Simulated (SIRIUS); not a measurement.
The system is C.

```
CELL_PARAMETERS angstrom
4.25517 0.00000 0.00000
0.00000 4.25517 0.00000
0.00000 0.00000 1.28229
ATOMIC_POSITIONS crystal
C 0.50000 0.50000 0.50000
```

The cell was built by a generator and needn't be a form met in nature.

Base run:

| Property | Result |
| --- | --- |
| Program | SIRIUS 7.10.0 |
| Functional | LDA |
| Potentials or basis | PseudoDojo 0.4.1 PBE standard (scalar relativistic) |
| Cutoff | 1127 eV |
| Density cutoff | 4507 eV |
| k mesh | 6 × 6 × 20 |
| Occupations | fermi-dirac, width 0.05 eV |
| Spin | no spin polarisation |

Its results: band gap on the k mesh none (metal or under the smearing width); pressure -0.3 GPa.

Problem. After a change of settings the same cell gave: band gap on the k mesh none (metal or under the smearing width); pressure -2.7 GPa. Which change was it?
A. functional from LDA to PW91; libxc names from ["XC_LDA_X", "XC_LDA_C_PW"] to ["XC_GGA_X_PW91", "XC_GGA_C_PW91"]
B. functional from LDA to HCTH407; libxc names from ["XC_LDA_X", "XC_LDA_C_PW"] to ["XC_GGA_XC_HCTH_407"]
C. functional from LDA to BLYP; libxc names from ["XC_LDA_X", "XC_LDA_C_PW"] to ["XC_GGA_X_B88", "XC_GGA_C_LYP"]
D. functional from LDA to RPBE; libxc names from ["XC_LDA_X", "XC_LDA_C_PW"] to ["XC_GGA_X_RPBE", "XC_GGA_C_PBE"]

Solution. B.

Caveats: the potentials were made for another functional, which shifts forces and pressure.

Runs at the PBE level aren't shown here.
